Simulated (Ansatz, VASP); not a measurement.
One calculation of Si, two programs

```
Si
1.0
    -2.37137    2.37137    1.32927
     2.37137   -2.37137    1.32927
     2.37137    2.37137   -1.32927
Si
2
Direct
  0.50000 0.50000 0.00000
  0.25000 0.75000 0.50000
```

Alike in both runs: functional PBEsol; k mesh 11 × 11 × 11; occupations fermi-dirac, width 0.05 eV; no spin polarisation.

```csv
,VASP,Ansatz
version,VASP 6.6.1,Ansatz 0.2.0
potentials or method,"VASP PAW PBE potentials, release 64 (Si), cutoff 520 eV","all-electron LAPW, scalar-relativistic"
task,single point,band structure
```

|  | VASP | Ansatz | Ansatz less VASP |
| --- | --- | --- | --- |
| gap on the k mesh at the Fermi level (eV) | none | none | - |
| pressure (GPa) | 0.8 | 0.7 | -0.15 |
| largest component of the traceless stress (GPa) | 1.25 | 1.19 | -0.056 |

A gap of «none» marks a metal or a gap that the smearing closes. Ansatz ran all-electron here, so the differences hold the error of VASP's frozen core and of both bases.

Caveats: the PAW data sets were made with another functional, which shifts forces and pressure a little (VASP).
